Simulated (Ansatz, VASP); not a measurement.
Two plane-wave programs on Pt

Contents of INCAR:

```
SYSTEM = Pt
PREC = Accurate ; ENCUT = 520
EDIFF = 1E-6 ; ISMEAR = 0
SIGMA = 0.026000000000000002 ; LREAL = .False.
LASPH = .True. ; NELM = 60
ALGO = Fast ; ISIF = 2
LWAVE = .False. ; LCHARG = .False.
GGA = PE ; NBANDS = 11
```

KPOINTS

```
Automatic mesh
0
Gamma
  12 12 12
  0 0 0
```

POSCAR

```
Pt
1.0
    0.0000000000      1.9609000000      1.9609000000
    1.9609000000      0.0000000000      1.9609000000
    1.9609000000      1.9609000000      0.0000000000
Pt
1
Direct
    0.0000000000      0.0000000000      0.0000000000
```

input.yaml

```yaml
crystal:
  lattice:
    - [0.0, 1.9609, 1.9609]
    - [1.9609, 0.0, 1.9609]
    - [1.9609, 1.9609, 0.0]
  atoms:
    - { symbol: Pt, position: [0.0, 0.0, 0.0] }
hamiltonian:
  xc: pbe
  pseudopotentials: { kind: paw }
kpoints:
  mp_grid: { grid: [12, 12, 12] }
scf:
  occupations: { method: gaussian, width: 0.026 }
output:
  forces: true
  stress: true
  eigenvalues: true
  write_density: true
  write_potential: true
  elf: true
  volumetric_format: npy
```

Alike in both runs: task single point; functional PBE; k mesh 12 × 12 × 12; occupations gaussian, width 0.026 eV; no spin polarisation.

```csv
,VASP,Ansatz
version,VASP 6.6.1,Ansatz 0.2.0
potentials or method,"VASP PAW PBE potentials, release 64 (Pt)",Ansatz PAW
plane-wave cutoff (eV),520,420
valence electrons in the cell,10,18
```

Ansatz gave:

```
gap on the k mesh at the Fermi level (eV) : none
pressure (GPa)                            : 10.2
```

Estimate VASP's values.

gap on the k mesh at the Fermi level (eV): none; pressure (GPa): 9.7.

A gap of «none» marks a metal or a gap that the smearing closes. The two sets of potentials don't hold the same shells in valence.

Spin-orbit coupling is left out, which matters for the levels of Pt.
